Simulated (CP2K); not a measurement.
TaN:

```
CELL_PARAMETERS angstrom
5.19100 0.00000 0.00000
-2.59550 4.49554 0.00000
0.00000 0.00000 2.90800
ATOMIC_POSITIONS crystal
Ta 0.66667 0.33333 0.50000
Ta 0.33333 0.66667 0.50000
Ta 0.00000 0.00000 0.00000
N 0.00000 0.50000 0.00000
N 0.50000 0.50000 0.00000
N 0.50000 0.00000 0.00000
```

Base run:

| Property | Result |
| --- | --- |
| Program | CP2K 2026.2 |
| Functional | LDA |
| Potentials or basis | POTENTIAL_UZH Ta GTH-PBE-q13, N GTH-PBE-q5; DZVP-MOLOPT-PBE-GTH basis |
| Density cutoff | 9184 eV |
| k mesh | 6 × 6 × 9 |
| Occupations | fermi-dirac, width 0.05 eV |
| Spin | no spin polarisation |

Its results: band gap on the k mesh none (metal or under the smearing width); pressure -4.6 GPa.

Q: After a change of settings the same cell gave: band gap on the k mesh none (metal or under the smearing width); pressure -54.6 GPa. Which change was it?
A. functional from LDA to PBEsol
B. functional from LDA to HLE16
C. functional from LDA to vdW-DF-cx
D. functional from LDA to BLYP

A: B.

Caveats: the potentials were made for another functional, which shifts forces and pressure; spin-orbit coupling is left out, which moves the levels of the heavy elements; the basis of atomic orbitals isn't converged, which shifts pressures, moduli and gaps; the potentials were made for a functional far from this one (some runs); the cell as given lies far from equilibrium (some runs).

Runs at the PBE level aren't shown here.
